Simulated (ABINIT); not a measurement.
Crystal: ZnS (Wurtzite-2H).

```
CELL_PARAMETERS angstrom
3.81100 0.00000 0.00000
-1.90550 3.30042 0.00000
0.00000 0.00000 6.23400
ATOMIC_POSITIONS crystal
Zn 0.66667 0.33333 0.50000
Zn 0.33333 0.66667 0.00000
S 0.66667 0.33333 0.88500
S 0.33333 0.66667 0.38500
```

Base run:

| Quantity | Value |
| --- | --- |
| Program | ABINIT 10.8.3 (patched build) |
| Functional | PBEsol |
| Potentials or basis | JTH PAW PBE v2.0 |
| Cutoff | 544 eV |
| k mesh | 10 × 10 × 6 |
| Occupations | fermi-dirac, width 0.05 eV |
| Spin | no spin polarisation |

Its results: band gap on the k mesh 2.09 eV, direct; largest force 0.303 eV/Å.

**Question.** After a change of settings the same cell gave: band gap on the k mesh 2.23 eV, direct; largest force 0.314 eV/Å. Which change was it?
A. functional from PBEsol to WC; k mesh from 10 × 10 × 6 to 8 × 8 × 5
B. functional from PBEsol to RPBE; k mesh from 10 × 10 × 6 to 8 × 8 × 5
C. functional from PBEsol to PBE

**Answer.** C.

Caveats: the PAW data sets were made with another functional, which shifts forces and pressure a little (some runs).
